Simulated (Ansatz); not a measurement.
Crystal: CsPbCl3.

```
Pb Cs Cl
1.0
     5.60500    0.00000    0.00000
     0.00000    5.60500    0.00000
     0.00000    0.00000    5.60500
Pb Cs Cl
1 1 3
Cartesian
  2.8025 2.8025 2.8025
  0.0000 0.0000 0.0000
  2.8025 0.0000 2.8025
  0.0000 2.8025 2.8025
  2.8025 2.8025 0.0000
```

Base run:

```yaml
Program: Ansatz 0.2.0
Functional: PBE
Potentials_or_basis: Ansatz PAW
Cutoff: "420 eV (not typed: the program's choice for these potentials)"
k_mesh: 4 × 4 × 4
Occupations: fermi-dirac, width 0.05 eV
Spin: spin-orbit coupling, no magnetisation
```

Its results: band gap on the k mesh 0.70 eV, direct; pressure 1.8 GPa.

Q: The run is repeated on the same cell with these changes: functional from PBE to LDA. What comes out?

A: Band gap on the k mesh 0.51 eV, direct; pressure -1.2 GPa.

LDA binds more tightly than PBE, so the same cell stands under less pressure.

Caveats: the PAW data sets come from PBE, with cores solved anew for the run's functional, which leaves a small shift of forces and pressure (some runs).
